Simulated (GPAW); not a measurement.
# Au (Fm-3m) in GPAW: settings compared, part 2 of 2

GPAW 26.7.0. Earlier steps stand in the parts before.

## Step 4: Equation of state, LDA

Input file run.py:

```python
import spglib
from ase import Atoms
from ase.eos import EquationOfState
from ase.io import Trajectory, read
from ase.units import GPa
from gpaw import GPAW, PW

atoms = read('Au.cif')
cell, positions, numbers = spglib.find_primitive(
    (atoms.cell[:], atoms.get_scaled_positions(), atoms.numbers), symprec=1e-4)
atoms = Atoms(numbers, cell=cell, scaled_positions=positions, pbc=True)

traj = Trajectory('eos.traj', 'w')
volumes, energies = [], []
for x in [0.94, 0.96, 0.98, 1.0, 1.02, 1.04, 1.06]:
    a = atoms.copy()
    a.set_cell(atoms.cell * x**(1 / 3), scale_atoms=True)
    calc = GPAW(mode=PW(1600),
                xc='LDA',
                kpts={'size': (11, 11, 11), 'gamma': True},
                occupations={'name': 'fermi-dirac', 'width': 0.05},
                setups='hgh',
                nbands=-9,
                convergence={'density': 1e-05, 'energy': 1e-05},
                maxiter=150,
                txt=f'eos-{x:.2f}.txt')
    a.calc = calc
    energies.append(a.get_potential_energy(force_consistent=True))
    volumes.append(a.get_volume())
    p = -a.get_stress()[:3].mean() / GPa
    calc.write(f'eos-{x:.2f}.gpw')
    traj.write(a)
    print(f'{x:.2f} {volumes[-1]:10.4f} A^3 {energies[-1]:14.6f} eV {p:9.3f} GPa', flush=True)

v0, e0, B = EquationOfState(volumes, energies, eos='birchmurnaghan').fit()
print(f'V0 = {v0:.4f} A^3, E0 = {e0:.6f} eV, B0 = {B / GPa:.2f} GPa')
```

Au.cif is that of step 3.

Potentials or basis: HGH pseudopotentials, pw.

The run is started by

```
$ OMP_NUM_THREADS=1 python run.py
```

Wall time 60 s (1 thread of Intel Xeon Platinum 8488C (Sapphire Rapids), shared host); peak memory 0.28 GiB.

Results (log left out):

* Equilibrium volume: outside the volumes run

Energy against volume, from the lowest point:
```csv
volume (Å³/atom),energy (meV/atom)
15.843,0.00
16.181,142.78
16.518,282.39
16.855,418.85
17.192,552.18
17.529,682.40
17.866,809.57
```

Caveat: HGH potentials are hard and often keep d shells in the core, so these values are rough. The run has no spin-orbit coupling, so splittings on Au are missing.

## Step 5: Band structure, PBE

Input file run.py:

```python
from ase.dft.bandgap import bandgap
from ase.io import read, write
from gpaw import GPAW

atoms = read('Au.cif')

calc = GPAW(mode='lcao',
            h=0.16,
            basis='szp(dzp)',
            xc='PBE',
            kpts={'size': (11, 11, 11), 'gamma': True},
            occupations={'name': 'fermi-dirac', 'width': 0.05},
            convergence={'density': 1e-05, 'energy': 1e-05},
            maxiter=150,
            txt='gpaw.txt')
atoms.calc = calc
energy = atoms.get_potential_energy()
forces = atoms.get_forces()
calc.write('gs.gpw')
write('result.traj', atoms)
print(f'Energy: {energy:.6f} eV')
print('Forces (eV/A):')
print(forces.round(4))
print('Fermi level:', round(calc.get_fermi_level(), 4), 'eV')
print(f'Gap: {bandgap(calc)[0]:.4f} eV, direct: {bandgap(calc, direct=True)[0]:.4f} eV')

path = atoms.cell.bandpath('GXWKGLUWLK,UX', npoints=60, eps=1e-4)
bs_calc = calc.fixed_density(kpts=path, symmetry='off', txt='bands.txt')
bs = bs_calc.band_structure()
bs.write('bs.json')
print(f'Gap on the path: {bandgap(bs_calc)[0]:.4f} eV')
```

Input file Au.cif:

```cif
data_Au
_cell_length_a 2.87792460
_cell_length_b 2.87792460
_cell_length_c 2.87792460
_cell_angle_alpha 60.00000000
_cell_angle_beta 60.00000000
_cell_angle_gamma 60.00000000
_space_group_name_H-M_alt 'P1'
_space_group_name_Hall 'P 1'
_space_group_IT_number 1
loop_
_space_group_symop_operation_xyz
'x,y,z'
loop_
_atom_site_label
_atom_site_type_symbol
_atom_site_symmetry_multiplicity
_atom_site_Wyckoff_symbol
_atom_site_fract_x
_atom_site_fract_y
_atom_site_fract_z
_atom_site_occupancy
Au1 Au 1 a 0.0000000000 0.0000000000 0.0000000000 1
```

Potentials or basis: GPAW PAW data sets (gpaw-data 1.2.1), lcao:szp(dzp).

The run is started by

```
$ OMP_NUM_THREADS=1 python run.py
```

gpaw.txt:

```text
__  _  _
 | _ |_)|_||  |
 |__||  | ||/\| - 26.7.0

Input parameters:
  mode=LCAO(),
  basis={'default': 'szp(dzp)'},
  convergence={'density': 1e-05, 'energy': 1e-05},
  h=0.16,
  kpts=MonkhorstPack(size=(11, 11, 11), gamma=True),
  maxiter=150,
  occupations=Occupations(name='fermi-dirac', width=0.05),
  xc=XC(name='PBE')

       Au

Atoms  # Å, Bohr magnetons
|   | symbol |        x |        y |        z |    initial magnetic moments |
|---|--------|----------|----------|----------|-----------------------------|
| 0 |     Au | 0.000000 | 0.000000 | 0.000000 | ( 0.0000,  0.0000,  0.0000) |

Unit cell  # Å
| periodic |        x |        y |        z |  lengths |    angles |
|----------|----------|----------|----------|----------|-----------|
|      yes | 2.877925 | 0.000000 | 0.000000 | 2.877925 | 60.000000 |
|      yes | 1.438962 | 2.492356 | 0.000000 | 2.877925 | 60.000000 |
|      yes | 1.438962 | 0.830785 | 2.349816 | 2.877925 | 60.000000 |

Number of symmetries: 48
Symmetry operations  # r_c * U_cc + t_c -> r_c
|    | kind |            matrix            |
|----|------|------------------------------|
|  0 |  σ   |  1, 0, 0,  1, 0,-1,  1,-1, 0 |
|  1 |  C2  |  1, 0, 0,  1,-1, 0,  1, 0,-1 |
|  2 |  E   |  1, 0, 0,  0, 1, 0,  0, 0, 1 |
|  3 |  σ   |  1, 0, 0,  0, 0, 1,  0, 1, 0 |
|  4 |  C4  |  1, 0,-1,  1, 0, 0,  1,-1, 0 |
|  5 |  S6  |  1, 0,-1,  1,-1, 0,  1, 0, 0 |
|  6 |  σ   |  1, 0,-1,  0, 1,-1,  0, 0,-1 |
|  7 |  C3  |  1, 0,-1,  0, 0,-1,  0, 1,-1 |
|  8 |  S6  |  1,-1, 0,  1, 0, 0,  1, 0,-1 |
|  9 |  C4  |  1,-1, 0,  1, 0,-1,  1, 0, 0 |
| 10 |  C3  |  1,-1, 0,  0,-1, 1,  0,-1, 0 |
| 11 |  σ   |  1,-1, 0,  0,-1, 0,  0,-1, 1 |
| 12 |  σ   |  0, 1, 0,  1, 0, 0,  0, 0, 1 |
| 13 |  C4  |  0, 1, 0,  0, 1,-1, -1, 1, 0 |
| 14 |  C3  |  0, 1, 0,  0, 0, 1,  1, 0, 0 |
| 15 |  S6  |  0, 1, 0, -1, 1, 0,  0, 1,-1 |
| 16 |  C2  |  0, 1,-1,  1, 0,-1,  0, 0,-1 |
[... 17 lines left out ...]
| 34 |  S4  |  0,-1, 0,  0,-1, 1,  1,-1, 0 |
| 35 |  C2  |  0,-1, 0, -1, 0, 0,  0, 0,-1 |
| 36 |  C2  | -1, 1, 0,  0, 1, 0,  0, 1,-1 |
| 37 |  S6  | -1, 1, 0,  0, 1,-1,  0, 1, 0 |
| 38 |  S4  | -1, 1, 0, -1, 0, 1, -1, 0, 0 |
| 39 |  C3  | -1, 1, 0, -1, 0, 0, -1, 0, 1 |
| 40 |  S6  | -1, 0, 1,  0, 0, 1,  0,-1, 1 |
| 41 |  C2  | -1, 0, 1,  0,-1, 1,  0, 0, 1 |
| 42 |  C3  | -1, 0, 1, -1, 1, 0, -1, 0, 0 |
| 43 |  S4  | -1, 0, 1, -1, 0, 0, -1, 1, 0 |
| 44 |  C2  | -1, 0, 0,  0, 0,-1,  0,-1, 0 |
| 45 |  i   | -1, 0, 0,  0,-1, 0,  0, 0,-1 |
| 46 |  σ   | -1, 0, 0, -1, 1, 0, -1, 0, 1 |
| 47 |  C2  | -1, 0, 0, -1, 0, 1, -1, 1, 0 |

BZ-sampling:
  Number of BZ points: 1331
  Number of IBZ points: 56

  Monkhorst-Pack size: [11, 11, 11]
[... 226 lines left out ...]
      core: 2.81  # [Å]
    projectors
    | kind |    occ | energy [eV] | rcut [Å] |
    |------|--------|-------------|----------|
    |   6s |  1.000 |      -5.728 |    1.323 |
    |   6p |  0.000 |      -0.775 |    1.323 |
    |   5d | 10.000 |      -6.891 |    1.323 |
    |    s |        |      21.484 |    1.323 |
    |    p |        |      26.436 |    1.323 |
    |    d |        |      20.321 |    1.323 |

    LCAO basis set for Au:
      Name: szp(dzp)
      File: <dir>
      Number of radial functions: 3
      Number of spherical harmonics: 9
        l=0, rc=8.5938 Bohr: 6s-sz confined orbital
        l=2, rc=5.9219 Bohr: 5d-sz confined orbital
        l=1, rc=8.5938 Bohr: p-type Gaussian polarization
      Number of RI-basis functions 0

Reference energy: -516598.271109  # eV

eigensolver:
  <gpaw.new.lcao.eigensolver.LCAOEigensolver object>
density mixing:
  MSR1-Mixer
  Pratt-step length: 0.05
  Maximum mixing coefficient: 0.75
  Old densities: 10
  SVD Regularization: 0.005
  Good broyden scale: 1.0
  Trust region scale: 1.0
  Backstep threshold: 4.0
  History deletion threshold: 6.0
  Fourier metric: weight=20.0, sigma=0.015

occupation numbers:
  Fermi-Dirac:
    width: 0.0500  # eV

FastPoissonSolver using
    Stencil: 12*3+1=37 point O(h^6) finite-difference Laplacian
    FFT axes: [np.int64(0), np.int64(1), np.int64(2)]
    FST axes: []

xc functional:
  name: PBE with 2 nearest neighbor stencil
interpolation: tri-quintic # 5. degree polynomial

convergence criteria:
- Maximum integral of absolute [dens]ity change: 1e-05 electrons / valence electron
- Maximum [total energy] change in last 3 cyles: 1e-05 eV / valence electron
- Maximum integral of absolute [eigenst]ate change: 4e-08 eV^2 / valence electron
maximum number of iterations: 150

SCF iterations
|iter     | |      energy | eigst |  dens |
|---------|-|-------------|-------|-------|
|iter:   1| |   -2.203293 |      c|       |
|iter:   2| |   -2.193941 |      c| -1.56 |
|iter:   3| |   -2.124928 |      c| -1.58 |
|iter:   4| |   -2.120060 |      c| -2.21 |
|iter:   5| |   -2.119957 |      c| -3.17 |
|iter:   6| |   -2.119938 |      c| -3.57 |
|iter:   7| |   -2.119938c|      c| -6.74c|

Converged in 7 steps
Energy contributions relative to reference atoms: (reference = -516598.271109)

Energy contributions:
  Kinetic:          44.354518
  Coulomb:         -40.766518
  Zero:              0.098454
  External:          0.000000
  Xc:               -5.805454
  Entropy:          -0.001876
  Spinorbit:         0.000000
  ----------------------------
  Free energy:      -2.120876
  Extrapolated:     -2.119938

dipole moment: (-19.541438, -11.282255, -7.977759)  # |e|*Ang

Fermi level: 11.429
Eigenvalues  # (at kpt = [0.000, 0.000, 0.000])
| band index |      eig [eV] | occ [0-2] |
|------------|---------------|-----------|
|          0 |         0.319 |     2.000 |
|          1 |         6.087 |     2.000 |
|          2 |         6.087 |     2.000 |
|          3 |         6.087 |     2.000 |
|          4 |         7.703 |     2.000 |
|          5 |         7.703 |     2.000 |
|          6 |        39.028 |     0.000 |
|          7 |        39.028 |     0.000 |
|          8 |        39.028 |     0.000 |

No gap
No difference between direct/indirect transitions

Forces  # eV/Ang
|       x |       y |       z |
|---------|---------|---------|
| 0.00000 | 0.00000 | 0.00000 |  # Au   0

# Writing to gs.gpw (mode='')
```

It took 45 s on 1 thread of Intel Xeon Platinum 8488C (Sapphire Rapids), shared host; peak memory 0.16 GiB.

The run converged, but some of its settings lie outside the range that counts as converged, so its numbers aren't taken as properties of the crystal.

What came out:

```yaml
Free_energy: -2.1209 eV
Band_gap_along_the_path: none (metal or under the smearing width)
```

Caveat: the real-space grid adds noise to forces; spin-orbit coupling is left out, which moves the levels of the heavy elements; the basis of atomic orbitals isn't converged, which shifts pressures, moduli and gaps.

## Step 6: Band structure, AM05, spin-orbit coupling, no magnetisation

Input file run.py:

```python
import numpy as np
from ase.dft.bandgap import bandgap
from ase.io import read, write
from ase.units import GPa
from gpaw import GPAW, PW, setup_paths
from gpaw.spinorbit import soc_eigenstates

setup_paths.insert(0, '.')

atoms = read('Au.cif')

calc = GPAW(mode=PW(600),
            xc='AM05',
            kpts={'size': (11, 11, 11), 'gamma': True},
            occupations={'name': 'fermi-dirac', 'width': 0.05},
            nbands=14,
            convergence={'density': 1e-05, 'energy': 1e-05},
            maxiter=150,
            txt='gpaw.txt')
atoms.calc = calc
energy = atoms.get_potential_energy()
forces = atoms.get_forces()
stress = atoms.get_stress()
calc.write('gs.gpw')
write('result.traj', atoms)
print(f'Energy: {energy:.6f} eV')
print('Forces (eV/A):')
print(forces.round(4))
print('Stress (GPa):', (stress / GPa).round(3))
print('Fermi level:', round(calc.get_fermi_level(), 4), 'eV')
print(f'Gap: {bandgap(calc)[0]:.4f} eV, direct: {bandgap(calc, direct=True)[0]:.4f} eV')

path = atoms.cell.bandpath('GXWKGLUWLK,UX', npoints=60, eps=1e-4)
bs_calc = calc.fixed_density(kpts=path, symmetry='off', nbands=21,
                             convergence={'bands': 'CBM+6.0', 'eigenstates': 1e-6}, txt='bands.txt')
bs = bs_calc.band_structure()
bs.write('bs.json')
print(f'Gap on the path: {bandgap(bs_calc)[0]:.4f} eV')

soc = soc_eigenstates(bs_calc, theta=54.7, phi=45)
np.savetxt('soc_bands.dat', soc.eigenvalues(), fmt='%.4f')
mesh = soc_eigenstates('gs.gpw', theta=54.7, phi=45)
np.savetxt('soc_mesh.dat', mesh.eigenvalues(), fmt='%.4f')
print('Fermi level with spin-orbit coupling:', round(mesh.fermi_level, 4), 'eV')
```

Au.cif is that of step 5.

Potentials or basis: PAW data sets generated in the run's folder for this functional, pw.

The run is started by

```
$ gpaw-setup -f AM05 Au
$ OMP_NUM_THREADS=1 python run.py
```

gpaw.txt:

```text
__  _  _
 | _ |_)|_||  |
 |__||  | ||/\| - 26.7.0

Input parameters:
  mode=PW(ecut=600.0),
  convergence={'density': 1e-05, 'energy': 1e-05},
  kpts=MonkhorstPack(size=(11, 11, 11), gamma=True),
  maxiter=150,
  nbands=14,
  occupations=Occupations(name='fermi-dirac', width=0.05),
  xc=XC(name='AM05')

Diagonalizing LCAO Hamiltonian
Converting LCAO to pw mode

       Au

Atoms  # Å, Bohr magnetons
|   | symbol |        x |        y |        z |    initial magnetic moments |
|---|--------|----------|----------|----------|-----------------------------|
| 0 |     Au | 0.000000 | 0.000000 | 0.000000 | ( 0.0000,  0.0000,  0.0000) |

Unit cell  # Å
| periodic |        x |        y |        z |  lengths |    angles |
|----------|----------|----------|----------|----------|-----------|
|      yes | 2.877925 | 0.000000 | 0.000000 | 2.877925 | 60.000000 |
|      yes | 1.438962 | 2.492356 | 0.000000 | 2.877925 | 60.000000 |
|      yes | 1.438962 | 0.830785 | 2.349816 | 2.877925 | 60.000000 |

Number of symmetries: 48
Symmetry operations  # r_c * U_cc + t_c -> r_c
|    | kind |            matrix            |
|----|------|------------------------------|
|  0 |  σ   |  1, 0, 0,  1, 0,-1,  1,-1, 0 |
|  1 |  C2  |  1, 0, 0,  1,-1, 0,  1, 0,-1 |
|  2 |  E   |  1, 0, 0,  0, 1, 0,  0, 0, 1 |
|  3 |  σ   |  1, 0, 0,  0, 0, 1,  0, 1, 0 |
|  4 |  C4  |  1, 0,-1,  1, 0, 0,  1,-1, 0 |
|  5 |  S6  |  1, 0,-1,  1,-1, 0,  1, 0, 0 |
|  6 |  σ   |  1, 0,-1,  0, 1,-1,  0, 0,-1 |
|  7 |  C3  |  1, 0,-1,  0, 0,-1,  0, 1,-1 |
|  8 |  S6  |  1,-1, 0,  1, 0, 0,  1, 0,-1 |
|  9 |  C4  |  1,-1, 0,  1, 0,-1,  1, 0, 0 |
[... 142 lines left out ...]
- Maximum [total energy] change in last 3 cyles: 1e-05 eV / valence electron
- Maximum integral of absolute [eigenst]ate change: 4e-08 eV^2 / valence electron
maximum number of iterations: 150

SCF iterations
|iter     | |      energy | eigst |  dens |
|---------|-|-------------|-------|-------|
|iter:   1| |   -3.838877 | -0.42 |       |
|iter:   2| |   -3.771656 | -2.86 | -1.07 |
|iter:   3| |   -3.516449 | -2.21 | -1.11 |
|iter:   4| |   -3.513814 | -4.32 | -2.03 |
|iter:   5| |   -3.512943 | -4.25 | -2.33 |
|iter:   6| |   -3.512941 | -7.26 | -3.80 |
|iter:   7| |   -3.512940c| -7.54c| -4.12 |
|iter:   8| |   -3.512940c| -9.01c| -5.25c|

Converged in 8 steps
Energy contributions relative to reference atoms: (reference = -516324.983980)

Energy contributions:
  Kinetic:          -8.418177
  Coulomb:           7.019242
  Zero:              0.159278
  External:          0.000000
  Xc:               -2.272425
  Entropy:          -0.001716
  Spinorbit:         0.000000
  ----------------------------
  Free energy:      -3.513798
  Extrapolated:     -3.512940

dipole moment: (-19.696886, -11.372003, -8.041220)  # |e|*Ang

Fermi level: 9.961
Eigenvalues  # (at kpt = [0.000, 0.000, 0.000])
| band index |      eig [eV] | occ [0-2] |
|------------|---------------|-----------|
|          0 |        -0.049 |     2.000 |
|          1 |         5.221 |     2.000 |
|          2 |         5.221 |     2.000 |
|          3 |         5.221 |     2.000 |
|          4 |         6.770 |     2.000 |
|          5 |         6.770 |     2.000 |
|          6 |        25.699 |     0.000 |
|          7 |        29.583 |     0.000 |
|          8 |        29.583 |     0.000 |
|          9 |        29.583 |     0.000 |
|         10 |        33.470 |     0.000 |
|         11 |        38.006 |     0.000 |
|         12 |        38.006 |     0.000 |
|         13 |        38.006 |     0.000 |

No gap
No difference between direct/indirect transitions

Forces  # eV/Ang
|       x |       y |       z |
|---------|---------|---------|
| 0.00000 | 0.00000 | 0.00000 |  # Au   0

Stress tensor  # eV/Ang^3
|         x |         y |         z |
|-----------|-----------|-----------|
| -0.022983 |  0.000000 |  0.000000 |
|  0.000000 | -0.022983 |  0.000000 |
| -0.000000 | -0.000000 | -0.022983 |

# Writing to gs.gpw (mode='')
```

stdout:

```text
Energy: -3.512940 eV
Forces (eV/A):
[[0. 0. 0.]]
Stress (GPa): [-3.682 -3.682 -3.682  0.     0.     0.   ]
Fermi level: 9.9613 eV
Gap: 0.0000 eV, direct: 0.0000 eV
Gap on the path: 0.0000 eV
Fermi level with spin-orbit coupling: 10.0055 eV
```

bands.txt:

```text
Diagonalizing LCAO Hamiltonian
Converting LCAO to pw mode
convergence criteria:
- Maximum integral of absolute [eigenst]ate change: 1e-06 eV^2 / valence electron
maximum number of iterations: 150

SCF iterations
|iter     | |      energy | eigst |  dens |
[... 64 lines left out ...]
         [0.44642857, 0.44642857, 0.60714286],
         [0.42857143, 0.42857143, 0.64285714],
         [0.41071429, 0.41071429, 0.67857143],
         [0.39285714, 0.39285714, 0.71428571],
         [0.375     , 0.375     , 0.75      ],
         [0.625     , 0.25      , 0.625     ],
         [0.59375   , 0.1875    , 0.59375   ],
         [0.5625    , 0.125     , 0.5625    ],
         [0.53125   , 0.0625    , 0.53125   ],
         [0.5       , 0.        , 0.5       ]])),
  maxiter=150,
  nbands=21,
  occupations=Occupations(name='fermi-dirac', width=0.05),
  symmetry=Symmetry(point_group=False, time_reversal=False),
  xc=XC(name='AM05')
```

Run time: 14 s. Hardware: 1 thread of Intel Xeon Platinum 8488C (Sapphire Rapids), shared host; peak memory 0.22 GiB.

What came out:

- Free energy: -3.5138 eV
- Pressure: 3.7 GPa
- Band gap along the path: none (metal or under the smearing width)

Levels at the corners of the path, in eV from the Fermi level:
```csv
point,band 6,band 7,band 8,band 9,band 10,band 11,band 12,band 13,band 14
Γ,-5.43,-4.16,-4.16,-2.93,-2.93,-2.93,-2.93,15.69,15.69
X,-2.27,-2.06,-2.06,-0.95,-0.95,0.58,0.58,5.91,5.91
W,-5.16,-3.18,-3.18,-1.58,-1.58,4.87,4.87,5.30,5.30
K,-4.06,-2.96,-2.96,-1.87,-1.87,3.76,3.76,4.63,4.63
Γ,-5.43,-4.16,-4.16,-2.93,-2.93,-2.93,-2.93,15.69,15.69
L,-4.31,-2.32,-2.32,-1.55,-1.55,-1.32,-1.32,3.21,3.21
U,-4.06,-2.96,-2.96,-1.87,-1.87,3.76,3.76,4.63,4.63
W,-5.16,-3.18,-3.18,-1.58,-1.58,4.87,4.87,5.30,5.30
L,-4.31,-2.32,-2.32,-1.55,-1.55,-1.32,-1.32,3.21,3.21
K,-4.06,-2.96,-2.96,-1.87,-1.87,3.76,3.76,4.63,4.63
U,-4.06,-2.96,-2.96,-1.87,-1.87,3.76,3.76,4.63,4.63
X,-2.27,-2.06,-2.06,-0.95,-0.95,0.58,0.58,5.91,5.91
```

Caveat: with this Au data set, volumes or pressures lay over 1.5 % or 2 GPa off other programs in two to four cells of ten; spin-orbit coupling was added after a scalar SCF, so levels and gaps hold it while energy, forces, pressure and moments don't; this program's spin-orbit splittings come out too wide for heavy elements.
